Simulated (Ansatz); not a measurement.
# Br (Cmce) in Ansatz: further runs

One crystal, Br, is run at these levels: PBE; tasks: single point.

All numbers are computed with Ansatz 0.2.0; they aren't measurements. Logs are shortened: lines on timing, memory, paths and dates and some standing lists are left out, and cuts for length are marked.

## (1) The structure

Symmetry: Cmce, No. 64, orthorhombic system. Conventional cell: a = 6.726 Å, b = 4.645 Å, c = 8.702 Å, α = 90.00°, β = 90.00°, γ = 90.00°. Around Br (site symmetry m) lie 1 Br at 2.29 Å.

## (2) Single point, PBE

input.yaml reads:

```yaml
crystal:
  lattice:
    - [3.36325, -2.32255, 0.0]
    - [3.36325, 2.32255, 0.0]
    - [0.0, 0.0, 8.7023]
  atoms:
    - { symbol: Br, position: [0.3651, 0.6349, 0.3901] }
    - { symbol: Br, position: [0.1349, 0.8651, 0.8901] }
    - { symbol: Br, position: [0.6349, 0.3651, 0.6099] }
    - { symbol: Br, position: [0.8651, 0.1349, 0.1099] }
hamiltonian:
  xc: pbe
  pseudopotentials: { kind: paw }
kpoints:
  mp_grid: { grid: [7, 7, 3] }
scf:
  occupations: { method: gaussian, width: 0.024 }
output:
  forces: true
  stress: true
  eigenvalues: true
  write_density: true
  write_potential: true
  elf: true
  volumetric_format: npy
```

Potentials or basis: Ansatz PAW.

Launch:

```
ansatz run input.yaml --threads 2 --pin off --max-ram 5632MiB --backend cpu --events-out ev --progress --plain --runs-dir out
```

What it wrote:

```text
Warning: RAYON_NUM_THREADS=2 ignored (pool sized by the plan → 2); use --threads N
Engine: ansatz 0.2.0, x86_64-unknown-linux-gnu
Pseudopotentials: kind: paw
Pseudopotential: Br, paw, valence charge 7, recommended cutoff 420 eV (normal), Br.paw.azcp
Functional definition: PBE
  parameter kappa = 0.804
  parameter beta = 0.06672455060314922
  exchange = pbe_x(kappa = kappa, mu = beta*pi^2/3)
  correlation = pbe_c(beta = beta)
Crystal: 4 atoms, lattice volume = 135.953 Å³
Basis set: ecut = 420 eV, 2641 PW (Γ), exchange–correlation on 60×60×120 points (8 copies of the dense FFT grid, shifted against one another)
Bands: 18, of which v1, the nominal top of the filled ones, is band 14 counted from 1 (13 counted from 0)
Symmetry: 8 space group operations
Space group: Cmce (ITA 64), of the structure as read, at distance tolerance 5.1e-5 Å
k-points: 32 of 147
Non-local potential: Br, projectors of the file, l = 0: 2, l = 1: 2, l = 2: 2
PAW form: soft (Blöchl's): semilocal exchange-correlation on the pseudo side does not see the compensation charge
PAW one-centre angular grid: Br, 110 points (default); XC on 64 Gauss nodes
Initial density: superposition of atomic densities (neutral atoms: chi_scale 0, normalization atom), corrected by the library's trained network
Initial wavefunctions: pseudopotential atomic-orbital guess
Functional: x = pbe(κ = 0.804, μ = 0.2195149727645171), c = pbe(β = 0.06672455060314922)
SCF iter   1: F=—  HF=-11132.527761 eV  |F-HF|=—  |Δ(HF+E_count)|=         —  Δρ=1.26e-3  dr2=1.38e-3  ethr=1.77e-3  ⟨swp⟩=7.1  Hψ=3537  notcnv=0
preconditioner: auto → Resta (q_TF=auto, 2.097 Å⁻¹)  ε∞=3.6  [insulator: Δε(μ)=1.901 eV  Ē_g=10.516 eV  σ=0.024 eV  W_gap=1.00  n_scr=22 (ndim 8)  ℏωp=16.9 eV  f_vac=0.000  D(μ)=0.00/eV (n_scr^D=0)  ε∞_Penn≈3.6]
SCF iter   2: F=—  HF=-11132.529327 eV  |F-HF|=—  |Δ(HF+E_count)|=   1.57e-3  Δρ=6.50e-4  dr2=3.56e-4  ethr=4.92e-6  ⟨swp⟩=2.9  Hψ=1510  notcnv=0
SCF iter   3: F=—  HF=-11132.529702 eV  |F-HF|=—  |Δ(HF+E_count)|=   3.75e-4  Δρ=1.22e-4  dr2=1.75e-5  ethr=1.27e-6  ⟨swp⟩=2.2  Hψ=918  notcnv=0
SCF iter   4: F=—  HF=-11132.529759 eV  |F-HF|=—  |Δ(HF+E_count)|=   5.72e-5  Δρ=3.90e-5  dr2=2.45e-6  ethr=6.24e-8  ⟨swp⟩=2.9  Hψ=1075  notcnv=0
SCF iter   5: F=—  HF=-11132.529761 eV  |F-HF|=—  |Δ(HF+E_count)|=   2.62e-6  Δρ=8.69e-6  dr2=1.09e-7  ethr=8.74e-9  ⟨swp⟩=2.0  Hψ=897  notcnv=0
SCF iter   6: F=-11132.529762 eV  HF=-11132.529762 eV  |F-HF|=2.67e-9  |Δ(HF+E_count)|=   1.65e-7  Δρ=1.79e-6  dr2=4.54e-9  ethr=3.57e-10  ⟨swp⟩=10.6  Hψ=4736  notcnv=0
SCF 1 converged in 6 iterations: F = -11132.529762 eV  dr2 = 4.54e-9
SCF converged after 6 iterations
Free energy (F): -11132.529762 eV
Harris-Foulkes:  -11132.529762 eV  (|F-HF|=2.67e-9)
Internal energy: -11132.529762 eV  (E = F + TS)
E sigma→0 (E₀):  -11132.529762 eV
Fermi energy:    2.482490 eV
--- Per-component energies (eV) ---
  E_band       = -112.163524
  E_kinetic    = 527.982807
  E_local      = -947.613238  (includes V_loc(G=0)·N_el)
  E_nonlocal   = 281.358151
  E_hartree    = 240.524550
  E_xc         = -1052.308986
  E_vxc        = -407.168435  (∫ρ·V_xc dr)
  E_paw        = -8987.919664  (= ΣΔE_a)
  E_vpaw       = -47.771554  (= ΣTr[D̂ρ^β])
  E_aug_tail   = -0.000000  (compensation charges beyond the density's cutoff)
  E_ewald      = -1194.553381
  E_smearing   = -0.000000  (= −TS)
  E_closure    = 0.000000  (closes the sum)
  Σ components = -11132.529762   (vs F -11132.529762, Δ=0.00e0)
--- Forces (eV/Å), atoms counted from 1 ---
  atom   1  Br     0.00000000     0.41692174    -0.76368101
  atom   2  Br    -0.00000000    -0.41692174    -0.76368101
  atom   3  Br    -0.00000000    -0.41692174     0.76368101
  atom   4  Br     0.00000000     0.41692174     0.76368101
  max |Σ_I F_I| component: 1.11e-16 eV/Å
--- Stress (GPa, compression-positive) ---
        1.218268       0.000000       0.000000
        0.000000       1.273411       0.000000
        0.000000       0.000000       2.999854
  P = ⅓ Tr σ = 1.8305 GPa (18.305 kbar)
--- Band table (eV; the first three rows and the last of 32) ---
  k-point 0: bands = ["-14.3791", "-14.0652", "-11.5503", "-10.8825", "-3.3721", "-2.3751", "-0.6064", "-0.6053", "-0.1336", "-0.0939", "0.6158", "1.1953", "1.4726", "1.5132", "3.4339", "4.1804", "7.5356", "8.2260"]
  k-point 1: bands = ["-14.3103", "-14.1550", "-11.3773", "-11.0453", "-3.1677", "-2.6916", "-0.4656", "-0.3932", "-0.1237", "-0.1038", "0.6091", "0.9461", "1.4826", "1.5029", "3.5116", "3.8735", "7.9548", "8.3484"]
  k-point 2: bands = ["-14.3376", "-14.0518", "-11.5182", "-10.9194", "-3.3727", "-2.4647", "-0.8556", "-0.7751", "-0.2649", "-0.2365", "0.8207", "1.2766", "1.4038", "1.4480", "3.4383", "4.1329", "7.9942", "8.5163"]
  k-point 31: bands = ["-14.0877", "-13.9811", "-11.2492", "-11.0397", "-3.0827", "-2.8397", "-1.8561", "-1.5296", "-1.0662", "-0.8015", "0.6085", "0.6460", "1.0116", "1.2513", "3.5670", "3.7590", "9.4626", "9.5442"]
```

It took 1 s on 2 threads of AMD EPYC 9R45 (Zen 5), shared host; peak memory 0.45 GiB.

Results:

```yaml
Free_energy: -11132.5298 eV
Pressure: 1.8 GPa
Largest_force: 0.870 eV/Å
Band_gap_on_the_k_mesh: 1.90 eV, indirect (least direct gap 1.92 eV)
```

Forces on the atoms (eV/Å):
```
Br   0.000  0.417 -0.764
Br   0.000 -0.417 -0.764
Br   0.000 -0.417  0.764
Br   0.000  0.417  0.764
```

Caveat: odd divisions of the mesh miss points on the zone boundary, where band edges often lie, so the gap on the mesh can be too wide. A k mesh can miss the band edges.

## (3) Single point, PBE

Changes to input.yaml since step 2:

```diff
@@ -16,3 +16,3 @@
 scf:
-  occupations: { method: gaussian, width: 0.024 }
+  occupations: { method: gaussian, width: 0.025 }
 output:
@@ -21,5 +21 @@
   eigenvalues: true
-  write_density: true
-  write_potential: true
-  elf: true
-  volumetric_format: npy
```

Potentials or basis: Ansatz PAW.

Launch:

```
ansatz run input.yaml --threads 2 --pin off --max-ram 5632MiB --backend cpu --events-out ev --progress --plain --runs-dir out
```

Wall time 0.75 s (2 threads of AMD EPYC 9R45 (Zen 5), shared host); peak memory 0.43 GiB.

It converged, with:

* Free energy: -11132.5298 eV
* Pressure: 1.8 GPa
* Largest force: 0.870 eV/Å
* Band gap on the k mesh: 1.90 eV, indirect (least direct gap 1.92 eV)

Forces on the atoms (eV/Å):
```
Br   0.000  0.417 -0.764
Br   0.000 -0.417 -0.764
Br   0.000 -0.417  0.764
Br   0.000  0.417  0.764
```

Stress tensor (GPa, compression positive):
```
1.22 0.00 0.00
0.00 1.27 0.00
0.00 0.00 3.00
```

Levels at points of the mesh, in eV from the valence-band top:
```
           k point  band 10  band 11  band 12  band 13  band 14  band 15  band 16  band 17  band 18
(0.00, 0.00, 0.00)    -1.62    -0.92    -0.34    -0.06    -0.02     1.90     2.65     6.00     6.70
```

Caveat: odd divisions of the mesh miss points on the zone boundary, where band edges often lie, so the gap on the mesh can be too wide. A k mesh can miss the band edges.
